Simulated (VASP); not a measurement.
# CuI (Marshite) (F-43m) in VASP: notebook

Runs on CuI (Marshite). Level: LDA. Tasks: relaxation of the atoms.

All numbers are computed with VASP 6.6.1; they aren't measurements. Logs are shortened: lines on timing, memory, paths and dates and some standing lists are left out, and cuts for length are marked.

## (1) Starting point

It takes space group F-43m (No. 216, cubic). The conventional cell has a = 5.866 Å, b = 5.866 Å, c = 5.866 Å, α = 90.00°, β = 90.00°, γ = 90.00°. Cu (site symmetry -43m) has 4 I at 2.54 Å as nearest neighbours. Around I (site symmetry -43m) lie 4 Cu at 2.54 Å.

## (2) Relaxation of the atoms, LDA (a relaxed cell with its volume scaled by 0.98)

Input file INCAR:

```
SYSTEM = CuI
PREC = Accurate
ENCUT = 600
EDIFF = 1E-7
ISMEAR = 0
SIGMA = 0.03
LREAL = .False.
LASPH = .True.
NELM = 80
ALGO = Normal
ISIF = 2
LWAVE = .False.
LCHARG = .False.
GGA = CA
IBRION = 2
NSW = 40
EDIFFG = -0.01
```

Input file KPOINTS:

```
regular mesh
0
Gamma
  8 8 8
  0 0 0
```

Input file POSCAR:

```
CuI                                     
1.0
    0.0000000000      2.9132886081      2.9132886081
    2.9132886081     -0.0000000000      2.9132886081
    2.9132886081      2.9132886081     -0.0000000000
  Cu              I             
     1     1
Direct
     0.2500000000000000    0.2500000000000000    0.2500000000000000
     0.0000000000000000    0.0000000000000000    1.0000000000000000
```

Potentials or basis: VASP PAW LDA potentials, release 64 (Cu, I).

On the command line:

```
> cat potpaw_LDA.64/Cu/POTCAR potpaw_LDA.64/I/POTCAR > POTCAR
> mpirun -np 1 vasp_std > vasp.out
```

OUTCAR:

```text
SYSTEM = CuI
   PREC = Accurate
   ENCUT = 600
   EDIFF = 1E-7
   ISMEAR = 0
   LREAL = .False.
   LASPH = .True.
   NELM = 80
   ISIF = 2
   GGA = CA
   IBRION = 2
   NSW = 40
   EDIFFG = -0.01

 ion  position               nearest neighbor table
   1  0.250  0.250  0.250-   2 2.52   2 2.52   2 2.52   2 2.52
   2  0.000  0.000  0.000-   1 2.52   1 2.52   1 2.52   1 2.52

  LATTYP: Found a face centered cubic cell.
 ALAT       =     5.8265772162

  Lattice vectors:

 A1 = (   0.0000000000,   2.9132886081,   2.9132886081)
 A2 = (   2.9132886081,   0.0000000000,   2.9132886081)
 A3 = (   2.9132886081,   2.9132886081,   0.0000000000)

Analysis of symmetry for initial positions (statically):
=====================================================================
 Subroutine PRICEL returns:
 Original cell was already a primitive cell.

 Routine SETGRP: Setting up the symmetry group for a
 face centered cubic supercell.

 Subroutine GETGRP returns: Found 24 space group operations
 (whereof 24 operations were pure point group operations)
 out of a pool of 48 trial point group operations.

The static configuration has the point symmetry T_d .

Analysis of symmetry for dynamics (positions and initial velocities):
=====================================================================
 Subroutine PRICEL returns:
 Original cell was already a primitive cell.

 Routine SETGRP: Setting up the symmetry group for a
 face centered cubic supercell.

 Subroutine GETGRP returns: Found 24 space group operations
 (whereof 24 operations were pure point group operations)
 out of a pool of 48 trial point group operations.

The dynamic configuration has the point symmetry T_d .

 Subroutine INISYM returns: Found 24 space group operations
 (whereof 24 operations are pure point group operations),
 and found     1 'primitive' translations

----------------------------------------------------------------------------------------

                                     Primitive cell

  volume of cell :      49.4516

  direct lattice vectors                    reciprocal lattice vectors
     0.000000000  2.913288608  2.913288608    -0.171627349  0.171627349  0.171627349
     2.913288608  0.000000000  2.913288608     0.171627349 -0.171627349  0.171627349
     2.913288608  2.913288608  0.000000000     0.171627349  0.171627349 -0.171627349

  length of vectors
     4.120012261  4.120012261  4.120012261     0.297267288  0.297267288  0.297267288

  position of ions in fractional coordinates (direct lattice)
     0.250000000  0.250000000  0.250000000
     0.000000000  0.000000000  0.000000000

  ion indices of the primitive-cell ions
   primitive index   ion index
                 1           1
                 2           2

----------------------------------------------------------------------------------------

 KPOINTS: regular mesh

Automatic generation of k-mesh.
 Grid dimensions read from file:
 generate k-points for:    8    8    8

 Generating k-lattice:

  Cartesian coordinates                     Fractional coordinates (reciprocal lattice)
    -0.021453419  0.021453419  0.021453419     0.125000000  0.000000000  0.000000000
     0.021453419 -0.021453419  0.021453419     0.000000000  0.125000000  0.000000000
     0.021453419  0.021453419 -0.021453419     0.000000000  0.000000000  0.125000000

  Length of vectors
     0.037158411  0.037158411  0.037158411

  Shift w.r.t. Gamma in fractional coordinates (k-lattice)
     0.000000000  0.000000000  0.000000000

 Subroutine IBZKPT returns following result:
 ===========================================

 Found     29 irreducible k-points:

 Following reciprocal coordinates:
            Coordinates               Weight
  0.000000  0.000000  0.000000      1.000000
  0.125000  0.000000  0.000000      8.000000
  0.250000  0.000000  0.000000      8.000000
  0.375000  0.000000  0.000000      8.000000
  0.500000  0.000000  0.000000      4.000000
  0.125000  0.125000  0.000000      6.000000
[... 16 lines left out ...]
  0.500000  0.250000  0.125000     48.000000
 -0.375000  0.250000  0.125000     24.000000
 [... further k-points ...]
   k-points           NKPTS =     29   k-points in BZ     NKDIM =     29   number of bands    NBANDS=     13
   number of dos      NEDOS =    301   number of ions     NIONS =      2
   total plane-waves  NPLWV =  46656
   dimension x,y,z NGX =    36 NGY =   36 NGZ =   36
   dimension x,y,z NGXF=    72 NGYF=   72 NGZF=   72
   ions per type =               1   1
   NGX,Y,Z   is equivalent  to a cutoff of  14.53, 14.53, 14.53 a.u.
   NGXF,Y,Z  is equivalent  to a cutoff of  29.05, 29.05, 29.05 a.u.
 SYSTEM =  CuI
   PREC   = accura    normal or accurate (medium, high low for compatibility)
   ISTART =      0    job   : 0-new  1-cont  2-samecut
   ICHARG =      2    charge: 1-file 2-atom 10-const
   ISPIN  =      1    spin polarized calculation?
   LNONCOLLINEAR =      F non collinear calculations
   LSORBIT =      F    spin-orbit coupling
   LASPH  =      T    aspherical Exc in radial PAW
   ENCUT  =  600.0 eV  44.10 Ry    6.64 a.u.   8.23  8.23  8.23*2*pi/ulx,y,z
   NELM   =     80;   NELMIN=  2; NELMDL= -5     # of ELM steps
   EDIFF  = 0.1E-06   stopping-criterion for ELM
   LREAL  =      F    real-space projection
   EDIFFG = -.1E-01   stopping-criterion for IOM
   NSW    =     40    number of steps for IOM
   IBRION =      2    ionic relax: 0-MD 1-quasi-New 2-CG
   NFREE  =      1    steps in history (QN), initial steepest desc. (CG)
   ISIF   =      2    stress and relaxation
   ISYM   =      2    0-nonsym 1-usesym 2-fastsym
   POTIM  = 0.5000    time-step for ionic-motion
   TEBEG  =    0.0;   TEEND  =   0.0 temperature during run
   PSTRESS=    0.0 pullay stress
   NELECT =      18.0000    total number of electrons
   NUPDOWN=      -1.0000    fix difference up-down
   EMIN   =  10.00;   EMAX   =-10.00  energy-range for DOS
   EFERMI =   0.00;   METHOD = LEGACY
   ISMEAR =     0;   SIGMA  =   0.03  broadening in eV -4-tet -1-fermi 0-gaus
   EFERMI_NEDOS =   21; number of points for ismear=-14 and -15
   IALGO  =     38    algorithm
   IMIX   =      4    mixing-type and parameters
     AMIX     =   0.40;   BMIX     =  1.00
     AMIX_MAG =   1.60;   BMIX_MAG =  1.00
  volume/ion in A,a.u.               =      24.73       166.86
  Fermi-wavevector in a.u.,A,eV,Ry     =   1.168886  2.208874 18.589565  1.366294
  Thomas-Fermi vector in A             =   2.305366
   LORBIT       =      0    0 simple, 1 ext, 2 COOP (PROOUT), +10 PAW based schemes
   GGA     = CA    functional components
   LHFCALC =     F    Hartree Fock is set to
   AEXX    =    0.0000 exact exchange contribution
   IVDW    =     0    specifies the selected vdW correction
   LEPSILON=     F    determine dielectric tensor
   LRPA    =     F    only Hartree local field effects (RPA)
 conjugate gradient relaxation of ions
 non-spin polarized calculation
 Gauss-broadening in eV      SIGMA  =   0.03
  energy-cutoff  :      600.00
  volume of cell :       49.45
 maximum number of plane-waves:      1676
 NGX is ok and might be reduce to    36
   NGX = 17   NGY = 17   NGZ = 17

 number of electron      18.0000008 magnetization

 Free energy of the ion-electron system (eV)
  ---------------------------------------------------
  ext. energy  EPLUGINS =         0.00000000
  ---------------------------------------------------
  free energy    TOTEN  =        -6.99254319 eV

  energy without entropy =       -6.99254319  energy(sigma->0) =       -6.99254319

 E-fermi :   5.7037     XC(G=0):  -9.8485

 val. band max:        5.5683907571   @ k =   0.0000   0.0000   0.0000
 cond. band min:       6.9108210085   @ k =   0.0000   0.0000   0.0000
 fundamental gap:      1.3424302514
 Fermi energy:         5.7036764941

 k-point     1 :       0.0000    0.0000    0.0000
  band No.  band energies     occupation
      1      -9.1091      2.00000
      2       1.3355      2.00000
      3       1.3355      2.00000
      4       1.3355      2.00000
      5       3.0957      2.00000
      6       3.0957      2.00000
      7       5.5684      2.00000
      8       5.5684      2.00000
      9       5.5684      2.00000
     10       6.9108      0.00000
     11      10.2945      0.00000
     12      10.2945      0.00000
     13      10.2945      0.00000

 k-point     2 :       0.1250    0.0000    0.0000
  band No.  band energies     occupation
      1      -9.0139      2.00000
      2       1.0433      2.00000
      3       1.3481      2.00000
      4       1.3481      2.00000
      5       3.0874      2.00000
      6       3.0874      2.00000
      7       4.7581      2.00000
      8       5.4112      2.00000
      9       5.4112      2.00000
     10       7.6508      0.00000
     11      10.2707      0.00000
     12      10.5520      0.00000
     13      10.5520      0.00000

 k-point     3 :       0.2500    0.0000    0.0000
  band No.  band energies     occupation
      1      -8.7664      2.00000
      2       0.3066      2.00000
      3       1.3743      2.00000
      4       1.3743      2.00000
      5       3.0823      2.00000
      6       3.0823      2.00000
      7       3.8638      2.00000
      8       5.0736      2.00000
      9       5.0736      2.00000
     10       7.9511      0.00000
     11      10.9290      0.00000
     12      10.9290      0.00000
     13      11.2456      0.00000

 k-point     4 :       0.3750    0.0000    0.0000
  band No.  band energies     occupation
      1      -8.4876      2.00000
      2      -0.4551      2.00000
      3       1.3933      2.00000
      4       1.3933      2.00000
      5       3.1058      2.00000
      6       3.1058      2.00000
      7       3.3479      2.00000
      8       4.7647      2.00000
      9       4.7647      2.00000
     10       7.8094      0.00000
     11      10.9404      0.00000
     12      10.9404      0.00000
     13      12.6720      0.00000

 k-point     5 :       0.5000    0.0000    0.0000
  band No.  band energies     occupation
      1      -8.3603      2.00000
      2      -0.7760      2.00000
      3       1.3987      2.00000
      4       1.3987      2.00000
      5       3.1272      2.00000
      6       3.1272      2.00000
      7       3.1829      2.00000
      8       4.6379      2.00000
      9       4.6379      2.00000
     10       7.7357      0.00000
     11      10.8753      0.00000
     12      10.8753      0.00000
     13      12.9431      0.00000
[... 257 lines left out ...]
 k-point    22 :       0.3750    0.2500    0.1250
  band No.  band energies     occupation
      1      -8.5720      2.00000
      2       0.0938      2.00000
      3       1.1496      2.00000
      4       1.3797      2.00000
      5       3.0064      2.00000
      6       3.1383      2.00000
      7       3.7732      2.00000
      8       4.0793      2.00000
      9       4.7106      2.00000
     10       9.2763      0.00000
     11       9.5332      0.00000
     12      11.0309      0.00000
     13      12.3170      0.00000

 k-point    23 :       0.5000    0.2500    0.1250
  band No.  band energies     occupation
      1      -8.3381      2.00000
      2      -0.2893      2.00000
      3       0.9055      2.00000
      4       1.3824      2.00000
      5       3.0357      2.00000
      6       3.1119      2.00000
      7       3.3600      2.00000
      8       3.8385      2.00000
      9       4.3929      2.00000
     10       9.2844      0.00000
     11      10.1526      0.00000
     12      11.1489      0.00000
     13      12.7467      0.00000

 k-point    24 :      -0.3750    0.2500    0.1250
  band No.  band energies     occupation
      1      -8.2335      2.00000
      2      -0.4599      2.00000
      3       0.7944      2.00000
      4       1.3760      2.00000
      5       3.0125      2.00000
      6       3.1066      2.00000
      7       3.2487      2.00000
      8       3.8193      2.00000
      9       4.2183      2.00000
     10       9.2602      0.00000
     11      10.0298      0.00000
     12      11.9555      0.00000
     13      13.2072      0.00000

 [... further k-points ...]
[... 5 lines left out ...]
  --------------------------------------------------------------------------------------
  -------------------------------------------------------------------------------------
  Total        0.3728863      0.3728863      0.3728863     -0.0000000      0.0000000      0.0000000
  in kB       12.0810999     12.0810999     12.0810999     -0.0000000      0.0000000      0.0000000
  external PRESSURE =      12.0810999 kB  Pullay stress =       0.0000000 kB

 VOLUME and BASIS-vectors are now :
 -----------------------------------------------------------------------------
  energy-cutoff  :      600.00
  volume of cell :       49.45
      direct lattice vectors                 reciprocal lattice vectors
     0.000000000  2.913288608  2.913288608    -0.171627349  0.171627349  0.171627349
     2.913288608  0.000000000  2.913288608     0.171627349 -0.171627349  0.171627349
     2.913288608  2.913288608  0.000000000     0.171627349  0.171627349 -0.171627349

 POSITION                                       TOTAL-FORCE (eV/Angst)
 -----------------------------------------------------------------------------------
      1.45664      1.45664      1.45664        -0.000000     -0.000000     -0.000000
      0.00000      0.00000      0.00000         0.000000      0.000000      0.000000
 -----------------------------------------------------------------------------------
    total drift:                                0.000000      0.000000      0.000000

  FREE ENERGIE OF THE ION-ELECTRON SYSTEM (eV)
  ---------------------------------------------------
  free  energy   TOTEN  =        -6.9925431878 eV

  energy  without entropy=       -6.9925431878  energy(sigma->0) =       -6.99254319

 reached required accuracy - stopping structural energy minimisation
```

It took 13 s on 1 thread of Intel Xeon 6975P-C (Granite Rapids), shared host; peak memory 0.18 GiB.

What came out:

```
Free energy             : -6.9925 eV
Pressure after relaxing : 1.2 GPa
Band gap on the k mesh  : 1.34 eV, direct
```

Final structure:
```
Cu I
1.0
     0.00000    2.91329    2.91329
     2.91329    0.00000    2.91329
     2.91329    2.91329    0.00000
Cu I
1 1
Cartesian
  1.4566 1.4566 1.4566
  0.0000 0.0000 0.0000
```

Caveat: the relaxation stopped at its first step, so nothing moved; spin-orbit coupling is left out, which moves the levels of the heavy elements.

[end of part 1 of 2]
